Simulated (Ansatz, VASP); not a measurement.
## One calculation of Bi, two programs

Contents of INCAR:

```
PREC     = Accurate       # precision mode
ENCUT    = 520            # plane-wave cutoff, eV
EDIFF    = 1E-7           # SCF threshold, eV
ISMEAR   = -1             # smearing method
SIGMA    = 0.05           # smearing width, eV
LREAL    = False          # projectors in reciprocal space
LASPH    = True           # aspherical terms in the spheres
NELM     = 60             # most SCF steps
ALGO     = Normal         # electronic algorithm
ISIF     = 2              # what is computed and relaxed
LWAVE    = False          # write WAVECAR
LCHARG   = False          # write CHGCAR
GGA      = PS             # functional
NBANDS   = 22             # bands
```

KPOINTS

```
regular mesh
0
Gamma
  8 8 4
```

POSCAR

```
Bi
1.0
    3.2383762460      0.0000000000      0.0000000000
    0.0000000000      3.2216433200      0.0000000000
   -0.0804548793      0.0000000000      6.4438887882
Bi
2
Direct
    0.5442472500      0.0000000000      0.7495778900
    0.4557527500      0.0000000000      0.2504221100
```

input.yaml

```yaml
crystal:
  lattice:
    - [3.238376246, 0.0, 0.0]
    - [0.0, 3.22164332, 0.0]
    - [-0.0804548793, 0.0, 6.4438887882]
  atoms:
    - { symbol: Bi, position: [0.54424725, 0.0, 0.74957789] }
    - { symbol: Bi, position: [0.45575275, 0.0, 0.25042211] }
hamiltonian:
  xc: pbesol
  pseudopotentials: { kind: paw }
kpoints:
  mp_grid: { grid: [8, 8, 4] }
scf:
  occupations: { method: fermi_dirac, width: 0.05 }
output:
  forces: true
  stress: true
  eigenvalues: true
```

This isn't the form of Bi at room conditions, which is rhombohedral.

Alike in both runs: task single point; functional PBEsol; k mesh 8 × 8 × 4; occupations fermi-dirac, width 0.05 eV; no spin polarisation.

```csv
,VASP,Ansatz
version,VASP 6.6.1,Ansatz 0.2.0
potentials or method,"VASP PAW PBE potentials, release 64 (Bi_d)",Ansatz PAW
plane-wave cutoff (eV),520,420
valence electrons in the cell,30,30
```

|  | VASP | Ansatz | Ansatz less VASP |
| --- | --- | --- | --- |
| gap on the k mesh at the Fermi level (eV) | none | none | - |
| pressure (GPa) | -0.5 | -0.5 | +0.07 |
| largest component of the traceless stress (GPa) | 0.58 | 0.58 | 0.000 |
| rms of the force components (eV/Å) | 0.007 | 0.007 | +0.0001 |

Atom by atom the forces differ by 0.000 eV/Å (rms over components). A gap of «none» marks a metal or a gap that the smearing closes. The functional is the same, so the differences come from potentials, cutoffs and numerics.

Caveats: spin-orbit coupling is left out, which moves the levels of the heavy elements; the PAW data sets were made with another functional, which shifts forces and pressure a little (VASP); the PAW data sets come from PBE, with cores solved anew for the run's functional, which leaves a small shift of forces and pressure (Ansatz).
